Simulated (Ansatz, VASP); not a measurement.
**One calculation of PbS, two programs**

```xyz
4
Lattice="5.0465 0.0000 0.0000 -2.5233 4.3704 0.0000 0.0000 0.0000 6.0571" Properties=species:S:1:pos:R:3 pbc="T T T"
Pb    0.0000    2.9136   -0.3882
Pb    2.5233    1.4568    2.6404
S     0.0000    2.9136    2.6596
S     2.5233    1.4568    5.6881
```

Alike in both runs: task single point; functional r2SCAN; k mesh 6 × 6 × 4; no spin polarisation.

```csv
,VASP,Ansatz
version,VASP 6.6.1,Ansatz 0.2.0
potentials or method,"VASP PAW PBE potentials, release 64 (Pb_d, S)","plane waves, PAW"
plane-wave cutoff (eV),520,500
occupations,"gaussian, width 0.01 eV",fixed
valence electrons in the cell,40,40
```

|  | VASP | Ansatz | Ansatz less VASP |
| --- | --- | --- | --- |
| gap on the k mesh at the Fermi level (eV) | 1.77 | 1.76 | -0.004 |
| pressure (GPa) | -1.3 | -1.3 | +0.01 |
| largest component of the traceless stress (GPa) | 0.09 | 0.08 | -0.013 |

Caveats: the PAW data sets were made with another functional, which shifts forces and pressure a little (VASP); spin-orbit coupling is left out, which as a rule narrows the gap of such compounds by several tenths of an eV. A k mesh can miss the band edges.
